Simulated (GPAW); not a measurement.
# Te (C2/m) in GPAW: convergence with smearing function

Aim: find how far smearing function must go before the results for Te settle, at PBE. This setting moves, with any that are tied to it; all else stays.

Program: GPAW 26.7.0. These are calculated values, not measurements. Logs are shortened: lines on timing, memory, paths and dates and some standing lists are left out, and cuts for length are marked. The log counts tension as positive stress, the text compression.

## 1. The crystal as given

It takes space group C2/m (No. 12, monoclinic). The conventional cell has a = 7.641 Å, b = 4.296 Å, c = 5.977 Å, α = 90.00°, β = 90.90°, γ = 90.00°. Te (site symmetry 2/m) is surrounded by 6 Te at 3.09 to 3.31 Å. Te (site symmetry m) has 6 Te at 3.03 to 3.47 Å as nearest neighbours.

This isn't the form of Te at room conditions, which is trigonal, of chains.

## 2. With smearing function fermi-dirac

File run.py:

```python
from ase import Atoms
from ase.dft.bandgap import bandgap
from ase.io import write
from ase.units import GPa
from gpaw import GPAW, PW

atoms = Atoms(['Te', 'Te', 'Te'],
              cell=[[3.8202894285, -2.1482026, 0.0],
                    [3.8202894285, 2.1482026, 0.0],
                    [-0.0942908673, 0.0, 5.9760906531]],
              scaled_positions=[[0.0, 0.0, 0.0],
                                [0.30944661, 0.30944661, 0.33880949],
                                [0.69055339, 0.69055339, 0.66119051]],
              pbc=True)

calc = GPAW(mode=PW(600),
            xc='PBE',
            kpts={'size': (5, 5, 3), 'gamma': True},
            occupations={'name': 'fermi-dirac', 'width': 0.1},
            nbands=19,
            convergence={'density': 1e-05, 'energy': 1e-05},
            maxiter=100,
            txt='gpaw.txt')
atoms.calc = calc
energy = atoms.get_potential_energy()
forces = atoms.get_forces()
stress = atoms.get_stress()
calc.write('gs.gpw')
write('result.traj', atoms)
print(f'Energy: {energy:.6f} eV')
print('Forces (eV/A):')
print(forces.round(4))
print('Stress (GPa):', (stress / GPa).round(3))
print('Fermi level:', round(calc.get_fermi_level(), 4), 'eV')
print(f'Gap: {bandgap(calc)[0]:.4f} eV, direct: {bandgap(calc, direct=True)[0]:.4f} eV')
```

Potentials or basis: GPAW PAW data sets (gpaw-data 1.2.1), pw.

Started as:

```bash
> OMP_NUM_THREADS=1 python run.py
```

It took 20 s on 1 thread of Arm Neoverse V2, shared host; peak memory 0.18 GiB.

The run converged. Its results:

```yaml
Free_energy: -9.4945 eV
Pressure: 0.3 GPa
Largest_force: 0.085 eV/Å
Band_gap_on_the_k_mesh: 0.16 eV, indirect (least direct gap 0.29 eV)
```

## 3. With smearing function gaussian

Edit run.py of step 2 so:

```diff
@@ -18,3 +18,3 @@
             kpts={'size': (5, 5, 3), 'gamma': True},
-            occupations={'name': 'fermi-dirac', 'width': 0.1},
+            occupations={'name': 'methfessel-paxton', 'order': 0, 'width': 0.1},
             nbands=19,
```

Potentials or basis: GPAW PAW data sets (gpaw-data 1.2.1), pw.

Started as:

```bash
> OMP_NUM_THREADS=1 python run.py
```

Wall time 20 s (1 thread of Arm Neoverse V2, shared host); peak memory 0.18 GiB.

Results (log left out):

| Property | Result |
| --- | --- |
| Free energy | -9.4823 eV |
| Pressure | 0.3 GPa |
| Largest force | 0.037 eV/Å |
| Band gap on the k mesh | 0.16 eV, indirect (least direct gap 0.29 eV) |

## 4. With smearing function marzari-vanderbilt

Edit run.py of step 3 so:

```diff
@@ -18,3 +18,3 @@
             kpts={'size': (5, 5, 3), 'gamma': True},
-            occupations={'name': 'methfessel-paxton', 'order': 0, 'width': 0.1},
+            occupations={'name': 'marzari-vanderbilt', 'width': 0.1},
             nbands=19,
```

Started as:

```bash
> OMP_NUM_THREADS=1 python run.py
```

It took 20 s on 1 thread of Arm Neoverse V2, shared host; peak memory 0.18 GiB.

The run converged. Its results:

* Free energy: -9.4808 eV
* Pressure: 0.3 GPa
* Largest force: 0.040 eV/Å
* Band gap on the k mesh: 0.16 eV, indirect (least direct gap 0.29 eV)

## 5. With smearing function methfessel-paxton

Edit run.py of step 4 so:

```diff
@@ -18,3 +18,3 @@
             kpts={'size': (5, 5, 3), 'gamma': True},
-            occupations={'name': 'marzari-vanderbilt', 'width': 0.1},
+            occupations={'name': 'methfessel-paxton', 'width': 0.1, 'order': 1},
             nbands=19,
```

Started as:

```bash
> OMP_NUM_THREADS=1 python run.py
```

Wall time 20 s (1 thread of Arm Neoverse V2, shared host); peak memory 0.18 GiB.

Results (log left out):

| Quantity | Value |
| --- | --- |
| Free energy | -9.4809 eV |
| Pressure | 0.3 GPa |
| Largest force | 0.042 eV/Å |
| Band gap on the k mesh | 0.15 eV, indirect (least direct gap 0.28 eV) |

## 6. With smearing function tetrahedron-method

Edit run.py of step 5 so:

```diff
@@ -18,3 +18,3 @@
             kpts={'size': (5, 5, 3), 'gamma': True},
-            occupations={'name': 'methfessel-paxton', 'width': 0.1, 'order': 1},
+            occupations={'name': 'tetrahedron-method'},
             nbands=19,
```

Potentials or basis: GPAW PAW data sets (gpaw-data 1.2.1), pw.

Started as:

```bash
> OMP_NUM_THREADS=1 python run.py
```

Wall time 20 s (1 thread of Arm Neoverse V2, shared host); peak memory 0.18 GiB.

It converged, with:

```yaml
Free_energy: -9.4815 eV
Pressure: 0.3 GPa
Largest_force: 0.043 eV/Å
Band_gap_on_the_k_mesh: 0.15 eV, indirect (least direct gap 0.28 eV)
```

## 7. With smearing function improved-tetrahedron-method

Edit run.py of step 6 so:

```diff
@@ -18,3 +18,3 @@
             kpts={'size': (5, 5, 3), 'gamma': True},
-            occupations={'name': 'tetrahedron-method'},
+            occupations={'name': 'improved-tetrahedron-method'},
             nbands=19,
```

Started as:

```bash
> OMP_NUM_THREADS=1 python run.py
```

Run time: 20 s. Hardware: 1 thread of Arm Neoverse V2, shared host; peak memory 0.18 GiB.

It converged, with:

```yaml
Free_energy: -9.4815 eV
Pressure: 0.3 GPa
Largest_force: 0.043 eV/Å
Band_gap_on_the_k_mesh: 0.15 eV, indirect (least direct gap 0.28 eV)
```

## 8. With smearing function fixed

Edit run.py of step 7 so:

```diff
@@ -18,3 +18,3 @@
             kpts={'size': (5, 5, 3), 'gamma': True},
-            occupations={'name': 'improved-tetrahedron-method'},
+            occupations={'width': 0.0},
             nbands=19,
```

Potentials or basis: GPAW PAW data sets (gpaw-data 1.2.1), pw.

Started as:

```bash
> OMP_NUM_THREADS=1 python run.py
```

gpaw.txt:

```text
__  _  _
 | _ |_)|_||  |
 |__||  | ||/\| - 26.7.0

Input parameters:
  mode=PW(ecut=600.0),
  convergence={'density': 1e-05, 'energy': 1e-05},
  kpts=MonkhorstPack(size=(5, 5, 3), gamma=True),
  maxiter=100,
  nbands=19,
  occupations=Occupations(width=0.0),
  xc=XC(name='PBE')

Diagonalizing LCAO Hamiltonian
Converting LCAO to pw mode

                    Te

             Te

       Te

Atoms  # Å, Bohr magnetons
|   | symbol |        x |        y |        z |    initial magnetic moments |
|---|--------|----------|----------|----------|-----------------------------|
| 0 |     Te | 0.000000 | 0.000000 | 0.000000 | ( 0.0000,  0.0000,  0.0000) |
| 1 |     Te | 2.332405 | 0.000000 | 2.024756 | ( 0.0000,  0.0000,  0.0000) |
| 2 |     Te | 5.213883 | 0.000000 | 3.951334 | ( 0.0000,  0.0000,  0.0000) |

Unit cell  # Å
| periodic |         x |         y |        z |  lengths |    angles |
|----------|-----------|-----------|----------|----------|-----------|
|      yes |  3.820289 | -2.148203 | 0.000000 | 4.382851 | 90.787906 |
|      yes |  3.820289 |  2.148203 | 0.000000 | 4.382851 | 90.787906 |
|      yes | -0.094291 |  0.000000 | 5.976091 | 5.976834 | 58.699323 |

Number of symmetries: 4
Symmetry operations  # r_c * U_cc + t_c -> r_c
|   | kind |            matrix            |
|---|------|------------------------------|
| 0 |  E   |  1, 0, 0,  0, 1, 0,  0, 0, 1 |
| 1 |  σ   |  0, 1, 0,  1, 0, 0,  0, 0, 1 |
| 2 |  C2  |  0,-1, 0, -1, 0, 0,  0, 0,-1 |
| 3 |  i   | -1, 0, 0,  0,-1, 0,  0, 0,-1 |

BZ-sampling:
  Number of BZ points: 75
  Number of IBZ points: 24

  Monkhorst-Pack size: [5, 5, 3]
  Monkhorst-Pack shift: [0, 0, 0]

K-points  # in reciprocal-cell coordinates
|     |                                coordinates |     weight |
|-----|--------------------------------------------|------------|
|   0 | (  0.00000000,   0.00000000,   0.00000000) | 0.01333333 |
|   1 | (  0.00000000,   0.00000000,   0.33333333) | 0.02666667 |
[... 69 lines left out ...]
  Maximum mixing coefficient: 0.75
  Old densities: 10
  SVD Regularization: 0.005
  Good broyden scale: 1.0
  Trust region scale: 1.0
  Backstep threshold: 4.0
  History deletion threshold: 6.0
  Fourier metric: weight=20.0, sigma=0.015

occupation numbers:
  # Zero width

poisson solver:
  ecut: 4800.0  # eV

xc functional:
  name: PBE with 2 nearest neighbor stencil

convergence criteria:
- Maximum integral of absolute [dens]ity change: 1e-05 electrons / valence electron
- Maximum [total energy] change in last 3 cyles: 1e-05 eV / valence electron
- Maximum integral of absolute [eigenst]ate change: 4e-08 eV^2 / valence electron
maximum number of iterations: 100

SCF iterations
|iter     | |      energy | eigst |  dens |
|---------|-|-------------|-------|-------|
|iter:   1| |   -9.487036 | -0.34 |       |
|iter:   2| |   -9.490964 | -2.32 | -1.31 |
|iter:   3| |   -9.492447 | -3.20 | -1.34 |
|iter:   4| |   -9.481242 | -3.68 | -1.68 |
|iter:   5| |   -9.481420 | -4.95 | -2.29 |
|iter:   6| |   -9.481519 | -5.65 | -2.73 |
|iter:   7| |   -9.481535c| -6.51 | -3.26 |
|iter:   8| |   -9.481536c| -7.30 | -3.90 |
|iter:   9| |   -9.481536c| -7.96c| -4.90 |
|iter:  10| |   -9.481536c| -8.55c| -5.34c|

Converged in 10 steps
Energy contributions relative to reference atoms: (reference = -554372.050302)

Energy contributions:
  Kinetic:          10.846239
  Coulomb:         -11.376293
  Zero:              0.378477
  External:          0.000000
  Xc:               -9.329959
  Entropy:           0.000000
  Spinorbit:         0.000000
  ----------------------------
  Free energy:      -9.481536
  Extrapolated:     -9.481536

dipole moment: (-32.270060, 0.000000, -25.555452)  # |e|*Ang

Fermi level: 6.291
Eigenvalues  # (at kpt = [0.000, 0.000, 0.000])
| band index |      eig [eV] | occ [0-2] |
|------------|---------------|-----------|
|          0 |        -7.439 |     2.000 |
|          1 |        -4.248 |     2.000 |
|          2 |        -4.110 |     2.000 |
|          3 |         3.485 |     2.000 |
|          4 |         3.506 |     2.000 |
|          5 |         3.985 |     2.000 |
[... 9 lines left out ...]
|         15 |        12.414 |     0.000 |
|         16 |        12.648 |     0.000 |
|        ... |               |           |
|         18 |        12.845 |     0.000 |

Gap: 0.154 eV
Transition (v -> c):
  (s=0, k=11, n=8, [0.40, -0.40, 0.33]) -> (s=0, k=22, n=9, [0.40, 0.40, 0.00])
Direct/indirect transitions are different
Direct gap: 0.284 eV
Transition at: (s=0, k=11, n=8, [0.40, -0.40, 0.33])

Forces  # eV/Ang
|        x |       y |        z |
|----------|---------|----------|
|  0.00000 | 0.00000 |  0.00000 |  # Te   0
|  0.03033 | 0.00000 |  0.03091 |  # Te   1
| -0.03033 | 0.00000 | -0.03091 |  # Te   2

Stress tensor  # eV/Ang^3
|         x |         y |         z |
|-----------|-----------|-----------|
| -0.002100 |  0.000000 |  0.000113 |
|  0.000000 | -0.002711 |  0.000000 |
|  0.000113 |  0.000000 | -0.001397 |

# Writing to gs.gpw (mode='')
```

stdout:

```text
Energy: -9.481536 eV
Forces (eV/A):
[[ 0.      0.      0.    ]
 [ 0.0303  0.      0.0309]
 [-0.0303  0.     -0.0309]]
Stress (GPa): [-0.336 -0.434 -0.224  0.     0.018  0.   ]
Fermi level: 6.2912 eV
Gap: 0.1536 eV, direct: 0.2839 eV
```

It took 19 s on 1 thread of Arm Neoverse V2, shared host; peak memory 0.18 GiB.

Results:

| Property | Result |
| --- | --- |
| Free energy | -9.4815 eV |
| Pressure | 0.3 GPa |
| Largest force | 0.043 eV/Å |
| Band gap on the k mesh | 0.15 eV, indirect (least direct gap 0.28 eV) |

## 9. The series at a glance

| smearing function | energy less the tightest run, at zero smearing (meV/atom) | largest force (eV/Å) | gap on the mesh (eV) | SCF cycles | CPU time (s) | peak memory (GiB) |
| --- | --- | --- | --- | --- | --- | --- |
| fermi-dirac | 1.24 | 0.085 | 0.164 | 10 | 20 | 0.18 |
| gaussian | 0.19 | 0.037 | 0.157 | 10 | 20 | 0.18 |
| marzari-vanderbilt | 0.25 | 0.040 | 0.155 | 10 | 20 | 0.18 |
| methfessel-paxton | 0.04 | 0.042 | 0.154 | 10 | 20 | 0.18 |
| tetrahedron-method | 0.00 | 0.043 | 0.154 | 10 | 20 | 0.18 |
| improved-tetrahedron-method | 0.00 | 0.043 | 0.154 | 10 | 20 | 0.18 |
| fixed | 0.00 | 0.043 | 0.154 | 10 | 19 | 0.18 |

Against the tightest run, the energy stays within 1 meV/atom from gaussian on; the largest force stays within 0.005 eV/Å from marzari-vanderbilt on; the gap on the mesh stays within 0.01 eV from fermi-dirac on. The tightest run that finished is the yardstick and may itself not be fully converged.

Caveats: spin-orbit coupling is left out, which moves the levels of the heavy elements; an odd mesh through Γ misses points on the zone boundary, where band edges often lie.
